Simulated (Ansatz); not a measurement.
**CaO: a trigonal deformation path**

The task, for CaO: follow a trigonal deformation at fixed volume.

The COD cell was measured well above room temperature, so it is larger than a cold one.

Method: DFT PBE, scalar-relativistic, plane waves, PAW, in Ansatz 0.2.0.

## (1) Starting point

It takes space group Fm-3m (No. 225, cubic). The conventional cell has a = 4.898 Å, b = 4.898 Å, c = 4.898 Å, α = 90.00°, β = 90.00°, γ = 90.00°. Ca (site symmetry m-3m) has 6 O at 2.45 Å in its first shell of neighbours. Around O (site symmetry m-3m) lie 6 Ca at 2.45 Å.

Coordinates:

```cif
data_structure
_symmetry_space_group_name_H-M 'Fm-3m'
_symmetry_Int_Tables_number 225
_cell_length_a 4.8980
_cell_length_b 4.8980
_cell_length_c 4.8980
_cell_angle_alpha 90.000
_cell_angle_beta 90.000
_cell_angle_gamma 90.000
_cell_volume 117.50
loop_
_atom_site_label
_atom_site_type_symbol
_atom_site_symmetry_multiplicity
_atom_site_Wyckoff_symbol
_atom_site_fract_x
_atom_site_fract_y
_atom_site_fract_z
_atom_site_occupancy
Ca1 Ca 4 a 0.00000 0.00000 0.00000 1
O1 O 4 b 0.50000 0.00000 0.00000 1
```

No relaxation comes first: the listed cell is the starting point.

## (2) Zero of energy

Reference values: F = -2387.7074 eV; pressure -3.99 GPa; largest force 0.000 eV/Å; gap on the mesh 3.66 eV. It was computed beforehand with the settings of the runs below.

## (3) Setting up a trigonal deformation path

At fixed volume and fractional coordinates, lengths along (0.577, 0.577, 0.577) are scaled against those across it; ρ is that ratio over its starting value.

## (4) Point ρ = 0.500

The input, input.yaml:

```yaml
crystal:
  lattice:
    - [-1.0285155504, 2.0570311008, 2.0570311008]
    - [2.0570311008, -1.0285155504, 2.0570311008]
    - [2.0570311008, 2.0570311008, -1.0285155504]
  atoms:
    - { symbol: Ca, position: [0.0, 0.0, 0.0] }
    - { symbol: O, position: [0.5, 0.5, 0.5] }
basis:
  ecutwfc: 420
kpoints:
  mp_grid: { grid: [10, 10, 10] }
hamiltonian:
  xc: pbe
scf:
  occupations: { method: gaussian, width: 0.05 }
output:
  forces: true
  stress: true
  eigenvalues: true
  write_density: true
  write_potential: true
  elf: true
  volumetric_format: npy
```

Started as:

```
ansatz run input.yaml --threads 1 --pin off --max-ram 2560MiB --backend cpu --events-out ev --progress --plain --runs-dir out
```

The session goes on with these runs: ρ = 2.000; At ρ = 0.710; point ρ = 1.410; At ρ = 0.600; At ρ = 0.850; At ρ = 1.200; point ρ = 1.700; At ρ = 0.930; point ρ = 1.080.

What does the calculation give? Wanted: highest point.

The runs gave:

```
     quantity                         value
highest point  3035.3 meV/atom at ρ = 2.000
```

In words: The undisturbed cell stays the lowest of the sampled points. No sampled point inside the path is a dip, apart from those named. At ρ = 0.500 the cell takes another symmetry, Pm-3m, 568.8 meV/atom from the start at this fixed volume. The gap on the mesh, 3.66 eV at the start, reads zero at ρ = 1.700. Spin polarisation is off in the runs that give these values; a magnetic solution could lie lower.
